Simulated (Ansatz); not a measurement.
A crystal relaxed with r2SCAN in Ansatz 0.2.0 has space group P-3m1 (No. 164) and a = 3.935 Å, c = 6.126 Å.

```json
{"atom": "Xx", "site": "2d", "x": "0.3333", "y": "0.6667", "z": "0.2462"}
{"atom": "O", "site": "1a", "x": "0.0000", "y": "0.0000", "z": "0.0000"}
{"atom": "O", "site": "2d", "x": "0.3333", "y": "0.6667", "z": "0.6461"}
```

With r2SCAN the valence top lies at L and the conduction bottom at K, 4.23 eV higher; the smallest vertical gap, at K, is 4.35 eV. The PBE gap is indirect, 3.84 eV (L to M), below the direct gap of 3.97 eV at K. A second conduction valley, at K, lies only 19 meV higher, so their order isn't settled. With LDA the valence top lies at H–A (0.25 of the way from H) and the conduction bottom at K, 3.73 eV higher; the smallest vertical gap, at K, is 3.83 eV. A second conduction valley, at M, lies only 8 meV higher, so their order isn't settled. Meshes: r2SCAN 12×12×4, PBE 12×12×4, LDA 12×12×4. r2SCAN's ε∞ is 4.5 along x and y, 4.4 along z.

Q: Which element is Xx?
A. Sc
B. Y
C. Lu
D. La

A: D. Xx is La: La₂O₃ in the A-La2O3-type structure. La has 7 O at 2.37–2.73 Å; O has 6 La at 2.73 Å; O has 4 La at 2.37–2.45 Å.

All values are calculated for a non-magnetic cell, which may be hypothetical.

The runs are scalar-relativistic, without spin-orbit coupling.

For a response run the program warns that the ground state's bands aren't all converged, so ε∞ carries an extra error.
